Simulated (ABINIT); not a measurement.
# InP (F-43m): G0W0 with ABINIT, start to end

Wanted: ground state, empty states, screening and self-energy for InP (F-43m).

Method: LDA and many-body steps on it, plane waves, in ABINIT 10.8.3.

## (1) The starting structure

Symmetry: F-43m, No. 216, cubic system. The conventional cell has a = 5.869 Å, b = 5.869 Å, c = 5.869 Å, α = 90.00°, β = 90.00°, γ = 90.00°. Nearest to In lie 4 P at 2.54 Å. P has 4 In at 2.54 Å nearest. Farther neighbours are not listed.

Coordinates:

```cif
data_structure
_symmetry_space_group_name_H-M 'F-43m'
_symmetry_Int_Tables_number 216
_cell_length_a 5.8687
_cell_length_b 5.8687
_cell_length_c 5.8687
_cell_angle_alpha 90.000
_cell_angle_beta 90.000
_cell_angle_gamma 90.000
_cell_volume 202.13
loop_
_atom_site_label
_atom_site_type_symbol
_atom_site_symmetry_multiplicity
_atom_site_Wyckoff_symbol
_atom_site_fract_x
_atom_site_fract_y
_atom_site_fract_z
_atom_site_occupancy
In1 In 4 a 0.00000 0.00000 0.00000 1
P1 P 4 d 0.25000 0.25000 0.75000 1
```

The cell and positions come from the Crystallography Open Database and are kept as given unless a step says otherwise.

## (2) Ground state

This step: ABINIT 10.8.3; DFT, LDA, plane waves, norm-conserving pseudopotentials.

The ground-state density comes first.

Input file run.abi:

```
acell 3*1.0 Angstrom
rprim 
  -0.000000000000 2.934350000000 2.934350000000
  2.934350000000 -0.000000000000 2.934350000000
  2.934350000000 2.934350000000 -0.000000000000
ntypat 2
znucl 49 15
natom 2
typat 1 2
xred 
  0.000000000000 0.000000000000 0.000000000000
  0.250000000000 0.250000000000 0.250000000000
pp_dirpath "pseudos"
pseudos "In.upf, P.upf"
ecut 33
ngkpt 6 6 6
nshiftk 1
shiftk 0 0 0
kptopt 1
chksymbreak 0
nband 18
occopt 1
tolvrs 1e-10
nstep 60
prtwf 0
indata_prefix "in"
outdata_prefix "out"
tmpdata_prefix "tmp"
```

Launch:

```
$ OMP_NUM_THREADS=1 mpirun -n 4 abinit run.abi > log
```

Numbers of over 12 decimals in the logs are rounded to 6 here.

The log of the run:

```text
.Version 10.8.3 of ABINIT. v10.8.2 released Aug 2026.

 Symmetries : space group F-4 3 m (#216); Bravais cF (face-center cubic)
================================================================================
 Values of the parameters that define the memory need of the present run
     intxc =       0    ionmov =       0      iscf =       7    lmnmax =       6
     lnmax =       6     mgfft =      45  mpssoang =       3    mqgrid =    3001
     natom =       2  nloc_mem =       1    nspden =       1   nspinor =       1
    nsppol =       1      nsym =      24    n1xccc =    2501    ntypat =       2
    occopt =       1   xclevel =       1
-    mband =          18        mffmem =           1         mkmem =           4
       mpw =        3104          nfft =       91125          nkpt =          16
================================================================================
  Rough estimation (10% accuracy) of disk space for files :
================================================================================

--------------------------------------------------------------------------------
------------- Echo of variables that govern the present computation ------------
--------------------------------------------------------------------------------
 -outvars: echo values of preprocessed input variables --------
            acell      1.8897261259E+00  1.8897261259E+00  1.8897261259E+00 Bohr

      chksymbreak           0
             ecut      3.30000000E+01 Hartree
-          fftalg         312

              ixc       -1012
              kpt      0.00000000E+00  0.00000000E+00  0.00000000E+00
                       1.66666667E-01  0.00000000E+00  0.00000000E+00
                       3.33333333E-01  0.00000000E+00  0.00000000E+00
                       5.00000000E-01  0.00000000E+00  0.00000000E+00
                       1.66666667E-01  1.66666667E-01  0.00000000E+00
                       3.33333333E-01  1.66666667E-01  0.00000000E+00
                       5.00000000E-01  1.66666667E-01  0.00000000E+00
                      -3.33333333E-01  1.66666667E-01  0.00000000E+00
                      -1.66666667E-01  1.66666667E-01  0.00000000E+00
   [... 5 further rows ...]
                      -3.33333333E-01  3.33333333E-01  1.66666667E-01
                      -3.33333333E-01  5.00000000E-01  1.66666667E-01
         kptrlatt        6    0    0      0    6    0      0    0    6
          kptrlen      4.70518853E+01
P           mkmem           4
            natom           2
            nband          18
            ngfft          45      45      45
             nkpt          16
            nstep          60
             nsym          24
           ntypat           2
              occ      2.000000  2.000000  2.000000  2.000000  2.000000  2.000000
                       2.000000  2.000000  2.000000  2.000000  2.000000  2.000000
                       2.000000  0.000000  0.000000  0.000000  0.000000  0.000000
            prtwf           0
            rprim     -0.0000000000E+00  2.9343500000E+00  2.9343500000E+00
[...]
spgroup         216

           tolvrs      1.00000000E-10

             xred      0.0000000000E+00  0.0000000000E+00  0.0000000000E+00
[...]
znucl       49.00000   15.00000

================================================================================

 chkinp: Checking input parameters for consistency.

================================================================================
== DATASET  1 ==================================================================
-   mpi_nproc: 4, omp_nthreads: 1 (-1 if OMP is not activated)

--- !DatasetInfo
iteration_state: {dtset: 1, }
dimensions: {natom: 2, nkpt: 16, mband: 18, nsppol: 1, nspinor: 1, nspden: 1, mpw: 3104, }
cutoff_energies: {ecut:  33.0, pawecutdg:  -1.0, }
electrons: {nelect:   2.60000000E+01, charge:   0.00000000E+00, occopt:   1.00000000E+00, tsmear:   1.00000000E-02, }

 Real(R)+Recip(G) space primitive vectors, cartesian coordinates (Bohr,Bohr^-1):
 R(1)=  0.0000000  5.5451179  5.5451179  G(1)= -0.0901694  0.0901694  0.0901694
 R(2)=  5.5451179  0.0000000  5.5451179  G(2)=  0.0901694 -0.0901694  0.0901694
 R(3)=  5.5451179  5.5451179  0.0000000  G(3)=  0.0901694  0.0901694 -0.0901694
 Unit cell volume ucvol=  3.4100625E+02 bohr^3
 Angles (23,13,12)=  6.00000000E+01  6.00000000E+01  6.00000000E+01 degrees

 getcut: wavevector=  0.0000  0.0000  0.0000  ngfft=  45  45  45
         ecut(hartree)=     33.000   => boxcut(ratio)=   2.16973

--- Pseudopotential description ------------------------------------------------
- In Generated using ONCVPSP code by D. R. Hamann
- 49.00000  21.00000  180309                  znucl, zion, pspdat
12 -1012 2 -1 1894                            pspcod,pspxc,lmax,lloc,mmax
     nproj     2     2     2
  pspatm : epsatm=   33.93291270
         --- l  ekb(1:nproj) -->
[...]
pspatm: atomic psp has been read  and splines computed

- P Generated using ONCVPSP code by D. R. Hamann
- 15.00000   5.00000  180309                  znucl, zion, pspdat
12 -1012 2 -1 1298                            pspcod,pspxc,lmax,lloc,mmax
     nproj     2     2     2
  pspatm : epsatm=    7.03163270
         --- l  ekb(1:nproj) -->
[...]
2   -3.024864   -0.802189
 pspatm: atomic psp has been read  and splines computed

   1.06507818E+03                                ecore*ucvol(ha*bohr**3)
--------------------------------------------------------------------------------

_setup2: Arith. and geom. avg. npw (full set) are    3085.792    3085.771

================================================================================

--- !BeginCycle
iteration_state: {dtset: 1, }
solver: {iscf: 7, nstep: 60, nline: 4, wfoptalg: 0, }
tolerances: {tolvrs: 1.00E-10, }

     iter   Etot(hartree)      deltaE(h)  residm     vres2
 ETOT  1  -205.97483694696    -2.060E+02 2.459E-01 1.666E+02
 ETOT  2  -206.31565769344    -3.408E-01 6.932E-03 1.653E+01
 ETOT  3  -206.31810961554    -2.452E-03 1.166E-02 4.994E-01
 ETOT  4  -206.31816287813    -5.326E-05 1.054E-03 4.534E-02
 ETOT  5  -206.31817259573    -9.718E-06 3.582E-04 8.230E-03
 ETOT  6  -206.31817477819    -2.182E-06 2.198E-05 1.135E-04
 ETOT  7  -206.31817478924    -1.105E-08 8.984E-06 1.221E-06
 ETOT  8  -206.31817478943    -1.887E-10 5.675E-07 6.019E-08
 ETOT  9  -206.31817478945    -1.512E-11 2.331E-07 3.823E-09
 ETOT 10  -206.31817478944     9.720E-12 1.511E-08 4.905E-12

 At SCF step   10       vres2   =  4.91E-12 < tolvrs=  1.00E-10 =>converged.

 Cartesian components of stress tensor (hartree/bohr^3)
  sigma(1 1)=  1.87931487E-04  sigma(3 2)=  0.00000000E+00
  sigma(2 2)=  1.87931487E-04  sigma(3 1)=  0.00000000E+00
  sigma(3 3)=  1.87931487E-04  sigma(2 1)=  0.00000000E+00

--- !ResultsGS
iteration_state: {dtset: 1, }
comment   : Summary of ground state results
lattice_vectors:
- [ -0.0000000,   5.5451179,   5.5451179, ]
- [  5.5451179,  -0.0000000,   5.5451179, ]
- [  5.5451179,   5.5451179,  -0.0000000, ]
lattice_lengths: [   7.84198,    7.84198,    7.84198, ]
lattice_angles: [ 60.000,  60.000,  60.000, ] # degrees, (23, 13, 12)
lattice_volume:   3.4100625E+02
convergence: {deltae:  9.720E-12, res2:  4.905E-12, residm:  1.511E-08, diffor: null, }
etotal    :  -2.06318175E+02
entropy   :   0.00000000E+00
fermie    :   1.74074826E-01
cartesian_stress_tensor: # hartree/bohr^3
- [  1.87931487E-04,   0.00000000E+00,   0.00000000E+00, ]
- [  0.00000000E+00,   1.87931487E-04,   0.00000000E+00, ]
- [  0.00000000E+00,   0.00000000E+00,   1.87931487E-04, ]
pressure_GPa:  -5.5291E+00
xred      :
- [  0.0000E+00,   0.0000E+00,   0.0000E+00, In]
- [  2.5000E-01,   2.5000E-01,   2.5000E-01,  P]
cartesian_forces: # hartree/bohr
- [ -0.00000000E+00,  -0.00000000E+00,  -0.00000000E+00, ]
- [ -0.00000000E+00,  -0.00000000E+00,  -0.00000000E+00, ]
force_length_stats: {min:   0.00000000E+00, max:   0.00000000E+00, mean:   0.00000000E+00, }

 Integrated electronic density in atomic spheres:
 ------------------------------------------------
 Atom  Sphere_radius  Integrated_density
    1        2.00000         17.83909891
    2        2.00000          2.75334687
================================================================================

 ----iterations are completed or convergence reached----

 Mean square residual over all n,k,spin=   10.062E-11; max=  15.108E-09
 reduced coordinates (array xred) for    2 atoms
       0.000000000000      0.000000000000      0.000000000000
       0.250000000000      0.250000000000      0.250000000000
 rms dE/dt=  0.0000E+00; max dE/dt=  0.0000E+00; dE/dt below (all hartree)
    1       0.000000000000      0.000000000000      0.000000000000
    2       0.000000000000      0.000000000000      0.000000000000

 cartesian coordinates (angstrom) at end:
    1      0.000000     0.000000     0.000000
    2      1.467175     1.467175     1.467175

 cartesian forces (hartree/bohr) at end:
    1     -0.000000    -0.000000    -0.000000
    2     -0.000000    -0.000000    -0.000000
 frms,max,avg= 0.0000000E+00 0.0000000E+00   0.000E+00  0.000E+00  0.000E+00 h/b

 cartesian forces (eV/Angstrom) at end:
    1     -0.000000    -0.000000    -0.000000
    2     -0.000000    -0.000000    -0.000000
 frms,max,avg= 0.0000000E+00 0.0000000E+00   0.000E+00  0.000E+00  0.000E+00 e/A
 length scales=  1.889726125908  1.889726125908  1.889726125908 bohr
              =  1.000000000000  1.000000000000  1.000000000000 angstroms
 prteigrs : about to open file out_EIG
 Fermi (or HOMO) energy (hartree) =   0.17407   Average Vxc (hartree)=  -0.36049
 Eigenvalues (hartree) for nkpt=  16  k points:
 kpt#   1, nband= 18, wtk=  0.00463, kpt=  0.0000  0.0000  0.0000 (reduced coord)
  -4.04219   -2.52030   -2.52030   -2.52030   -0.34687   -0.34687   -0.34687   -0.34129
  -0.34129   -0.24972    0.17407    0.17407    0.17407    0.19088    0.31951    0.31951
   0.31951    0.47740
 prteigrs : prtvol=0 or 1, do not print more k-points.

--- !EnergyTerms
iteration_state     : {dtset: 1, }
comment             : Components of total free energy in Hartree
kinetic             :  7.00328815073717E+01
hartree             :  7.44498485263649E+01
xc                  : -2.99339727440290E+01
Ewald energy        : -1.03918092430690E+02
psp_core            :  3.12333917428224E+00
local_psp           : -2.03934287722262E+02
non_local_psp       : -1.61378911004735E+01
total_energy        : -2.06318174789436E+02
total_energy_eV     : -5.61420354376116E+03
band_energy         : -2.66217646228875E+01

 Cartesian components of stress tensor (hartree/bohr^3)
  sigma(1 1)=  1.87931487E-04  sigma(3 2)=  0.00000000E+00
  sigma(2 2)=  1.87931487E-04  sigma(3 1)=  0.00000000E+00
  sigma(3 3)=  1.87931487E-04  sigma(2 1)=  0.00000000E+00

-Cartesian components of stress tensor (GPa)         [Pressure= -5.5291E+00 GPa]
- sigma(1 1)=  5.52913523E+00  sigma(3 2)=  0.00000000E+00
- sigma(2 2)=  5.52913523E+00  sigma(3 1)=  0.00000000E+00
- sigma(3 3)=  5.52913523E+00  sigma(2 1)=  0.00000000E+00

== END DATASET(S) ==============================================================
================================================================================

 -outvars: echo values of variables after computation  --------
           etotal     -2.0631817479E+02
            nband          18
             nkpt          16
          spgroup         216
 [... the other variables as echoed above ...]

 Calculation completed.
```

Elapsed: 14 s, on 4 MPI ranks of Arm Neoverse V1, shared host; peak memory 0.31 GiB.

Numbers from this step:

```yaml
total_energy: -5614.2035 eV
gap: 0.4574 eV
k_of_the_valence_top: 0, 0, 0
k_of_the_conduction_bottom: 0, 0, 0
least_direct_gap: 0.4574 eV
pressure: -5.529 GPa
```

The gap is direct, at Γ.

The cutoff was set for levels, not for stress, so the pressure can be off by some GPa.

(Part 1 of 3 ends here.)

[Paths, hosts, dates, memory and timing lines, banners, echoed tables and standing remarks are left out of the program output.]

[Logs are printed without paths, hosts, clocks, repeated set-up lines and the standing remarks that a program may print on its own settings, such as how far it seeks lower states.]

[Runs of the session that timed out or met a known fault of the program may be left out.]

[Hosts, paths, dates, database ids (printed as entryN), source tags and the programs' standing remarks are cut or masked in the printed files.]

[G0W0 gaps are taken among the corrected bands and points alone; a level outside them can change the order at an edge.]

[Where Ansatz stands beside ABINIT at settings called matched, ABINIT's density can come from a denser mesh and the files from another edition; pairs whose starting gaps differed by over 0.03 eV were left out, so agreement reads better than it is.]
